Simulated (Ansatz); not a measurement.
A (001) slab of MoP (P-6m2 (No. 187)), 8 planes, outer planes Mo (top) and P (bottom), with 8 atoms (Mo4P4) in a surface cell of A = 9.097 Å², as cut from the bulk:

```xyz
8
Lattice="3.2410 0.0000 0.0000 -1.6205 2.8068 0.0000 0.0000 0.0000 26.1833" Properties=species:S:1:pos:R:3 pbc="T T T"
P     0.0000    1.8712    7.5000
Mo    0.0000    0.0000    9.0976
P     0.0000    1.8712   10.6952
Mo    0.0000    0.0000   12.2928
P     0.0000    1.8712   13.8905
Mo    0.0000    0.0000   15.4881
P     0.0000    1.8712   17.0857
Mo    0.0000    0.0000   18.6833
```

The calculation used Ansatz, DFT PBE, scalar-relativistic, plane waves, PAW. Cutoff 420 eV; k points 12×12×1 on the computed 8-atom cell (Γ-centred); Gaussian smearing, width 0.10 eV; no spin polarisation. The cell repeats along c with a dipole correction in the vacuum.

Against the same 8 atoms in the bulk, the slab as cut lies 3.357 eV higher and the relaxed slab 3.134 eV higher.

(1) Work out the surface energy before and after relaxation.

(2) What is the ideal work of this cut, per area?

Answers

(1) The slab has two faces, so γ = (E_slab − N·E_bulk)/(2A), the mean of both. As cut: 3.357/(2 × 9.097) = 0.1845 eV/Å², and 1 eV/Å² = 16.02 J/m², so γ = 2.96 J/m². Relaxed: 3.134/(2 × 9.097) = 0.1723 eV/Å² = 2.76 J/m². Relaxation recovers 7 % of the cost of cutting.

(2) Griffith's ideal work is 2γ: 5.91 J/m² if the new faces stay rigid, 5.52 J/m² if they relax. One thickness was run, 8 planes, so γ can still shift with it.